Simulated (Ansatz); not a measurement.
Input and command of a plane-wave DFT calculation in Ansatz:

```yaml
crystal:
  lattice:
    - [1.4284348394, 0.824707239, 4.5839315268]
    - [-1.4284348394, 0.824707239, 4.5839315268]
    - [0.0, -1.6494144781, 4.5839315268]
  atoms:
    - { symbol: Mn, position: [0.0, 0.0, 0.0], spin: 4.0 }
    - { symbol: O, position: [0.26436449, 0.26436449, 0.26436449] }
    - { symbol: O, position: [0.73563551, 0.73563551, 0.73563551] }
basis:
  ecutwfc: 420
  ecutrho_ratio: 8
kpoints:
  mp_grid: { grid: [6, 6, 6] }
hamiltonian:
  xc: pbesol
scf:
  occupations: { method: gaussian, width: 0.1 }
  lower_state_search: "off"
output:
  forces: true
  stress: true
  eigenvalues: true
  populations: true
magnetization:
  spin_polarized: true
```

```bash
ansatz run input.yaml --threads 1 --pin off --max-ram 1331MiB --backend cpu --events-out ev --progress --plain --runs-dir out
```

Processor: Intel(R) Xeon(R) Platinum 8259CL CPU @ 2.50GHz (Skylake/Cascade Lake), 1 thread, on a host shared with other jobs.

Task: How long does it run, and how much memory does it take?

Result: About 5.3 s on 1 thread of Intel(R) Xeon(R) Platinum 8259CL CPU @ 2.50GHz (Skylake/Cascade Lake), on a shared host, peak memory 0.39 GiB. It solves 20 bands at 32 k points (the mesh reduced by symmetry) with about 651 plane waves, in 11 SCF iterations.
